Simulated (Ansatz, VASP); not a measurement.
**BaZrO3: VASP beside Ansatz**

File INCAR:

```
SYSTEM = BaZrO3
PREC = Accurate
ENCUT = 520
EDIFF = 1E-7
ISMEAR = -1
SIGMA = 0.05
LREAL = .FALSE.
LASPH = .TRUE.
NELM = 100
ALGO = Normal
ISIF = 2
LWAVE = .FALSE.
LCHARG = .TRUE.
GGA = PE
LELF = .TRUE.
LVHAR = .TRUE.
NBANDS = 28
```

File KPOINTS:

```
regular mesh
0
G
  6 6 6
  0 0 0
```

Contents of POSCAR:

```
BaZrO3
1.0
    4.2464955356      0.0000000000      0.0000000000
    0.0000000000      4.2464955356      0.0000000000
    0.0000000000      0.0000000000      4.2464955356
Ba Zr O
1 1 3
Direct
    0.0000000000      0.0000000000      0.0000000000
    0.5000000000      0.5000000000      0.5000000000
    0.5000000000      0.5000000000      0.0000000000
    0.5000000000      0.0000000000      0.5000000000
    0.0000000000      0.5000000000      0.5000000000
```

File input.yaml:

```yaml
crystal:
  lattice:
    - [4.2464955356, 0.0, 0.0]
    - [0.0, 4.2464955356, 0.0]
    - [0.0, 0.0, 4.2464955356]
  atoms:
    - { symbol: Ba, position: [0.0, 0.0, 0.0] }
    - { symbol: Zr, position: [0.5, 0.5, 0.5] }
    - { symbol: O, position: [0.5, 0.5, 0.0] }
    - { symbol: O, position: [0.5, 0.0, 0.5] }
    - { symbol: O, position: [0.0, 0.5, 0.5] }
hamiltonian:
  xc: pbe
  pseudopotentials: { kind: paw }
kpoints:
  mp_grid: { grid: [6, 6, 6] }
scf:
  occupations: { method: fermi_dirac, width: 0.05 }
output:
  forces: true
  stress: true
  eigenvalues: true
```

Alike in both runs: task single point; functional PBE; k mesh 6 × 6 × 6; occupations fermi-dirac, width 0.05 eV; no spin polarisation.

|  | VASP | Ansatz |
| --- | --- | --- |
| version | VASP 6.6.1 | Ansatz 0.2.0 |
| potentials or method | VASP PAW PBE potentials, release 64 (Ba_sv, Zr_sv, O) | Ansatz PAW |
| plane-wave cutoff (eV) | 520 | 420 |
| valence electrons in the cell | 40 | 40 |

|  | VASP | Ansatz | Ansatz less VASP |
| --- | --- | --- | --- |
| gap on the k mesh at the Fermi level (eV) | 3.10 | 3.15 | +0.045 |
| least direct gap on the mesh (eV) | 3.37 | 3.39 | +0.020 |
| pressure (GPa) | -1.1 | -2.0 | -0.89 |

Caveats: spin-orbit coupling is left out, which moves the levels of the heavy elements; the pressure holds a Pulay correction of +0.5 GPa for the finite cutoff (Ansatz). Expect the measured gap to be larger: semilocal functionals such as PBE lack the derivative discontinuity. A k mesh can miss the band edges.
